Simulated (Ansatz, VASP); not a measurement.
# One calculation of Cu, two programs

```
CELL_PARAMETERS angstrom
1.21846 -3.97638 0.00000
1.21846 3.97638 0.00000
0.00000 0.00000 2.47550
ATOMIC_POSITIONS crystal
Cu 0.13387 0.86613 0.25000
Cu 0.86613 0.13387 0.75000
```

This isn't the form of Cu at room conditions, which is fcc.

Alike in both runs: task single point; functional PBEsol; k mesh 20 × 20 × 20; occupations gaussian, width 0.15 eV; no spin polarisation.

|  | VASP | Ansatz |
| --- | --- | --- |
| version | VASP 6.6.1 | Ansatz 0.2.0 |
| potentials or method | VASP PAW PBE potentials, release 64 (Cu) | scalar-relativistic, plane waves, PAW |
| plane-wave cutoff (eV) | 520 | 420 |
| valence electrons in the cell | 22 | 38 |

|  | VASP | Ansatz | Ansatz less VASP |
| --- | --- | --- | --- |
| gap on the k mesh at the Fermi level (eV) | none | none | - |
| pressure (GPa) | -0.8 | -1.5 | -0.71 |
| largest component of the traceless stress (GPa) | 0.28 | 0.30 | +0.022 |
| rms of the force components (eV/Å) | 0.003 | 0.005 | +0.0025 |

Atom by atom the forces differ by 0.002 eV/Å (rms over components). A gap of «none» marks a metal or a gap that the smearing closes. The two sets of potentials don't hold the same shells in valence.

Caveats: the PAW data sets were made with another functional, which shifts forces and pressure a little (VASP).
